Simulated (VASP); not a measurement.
Set up this calculation in VASP 6.6.1, as the native input.

```yaml
Task: relaxation of the atoms
Functional: PBEsol
Potentials_or_basis: VASP PAW PBE potentials, release 64 (Ag, Cl)
Cutoff: 600 eV
k_mesh: 8 × 8 × 8
Occupations: gaussian, width 0.03 eV
Spin: no spin polarisation
Further_INCAR_settings: ALGO = Fast; EDIFF = 1e-07; IBRION = 2; EDIFFG = -0.01; NSW = 40
```

The structure of AgCl (Chlorargyrite) lies in POSCAR:

```
AgCl                                    
1.0
    0.0000000000      2.7224909976      2.7224909976
    2.7224909976      0.0000000000      2.7224909976
    2.7224909976      2.7224909976      0.0000000000
  Ag              Cl            
     1     1
Direct
     0.0000000000000000    0.0000000000000000    0.0000000000000000
     0.5000000000000000    0.5000000000000000    0.5000000000000000
```

These files were run (other wordings do the same):

INCAR

```
PREC     = Accurate       # precision mode
ENCUT    = 600            # plane-wave cutoff, eV
EDIFF    = 1E-7           # SCF threshold, eV
ISMEAR   = 0              # smearing method
SIGMA    = 0.03           # smearing width, eV
LREAL    = False          # projectors in reciprocal space
LASPH    = True           # aspherical terms in the spheres
NELM     = 80             # most SCF steps
ALGO     = Fast           # electronic algorithm
ISIF     = 2              # what is computed and relaxed
LWAVE    = False          # write WAVECAR
LCHARG   = False          # write CHGCAR
GGA      = PS             # functional
IBRION   = 2              # ionic algorithm
NSW      = 40             # ionic steps
EDIFFG   = -0.01          # ionic threshold
```

KPOINTS

```
regular mesh
0
Gamma
  8 8 8
```

Potentials or basis: VASP PAW PBE potentials, release 64 (Ag, Cl).

The run is started by

```bash
$ cat potpaw_PBE.64/Ag/POTCAR potpaw_PBE.64/Cl/POTCAR > POTCAR
$ mpirun -np 1 vasp_std > vasp.out
```

Results of the run:

```yaml
Pressure_after_relaxing: 0.0 GPa
Band_gap_on_the_k_mesh: 0.72 eV, indirect (least direct gap 3.23 eV)
```

Caveat: the relaxation stopped at its first step, so nothing moved; the PAW data sets were made with another functional, which shifts forces and pressure a little.

Wall time 11 s on 1 thread of AMD EPYC 9R45 96-Core Processor (Zen 5), on a shared host, peak memory 0.15 GiB.
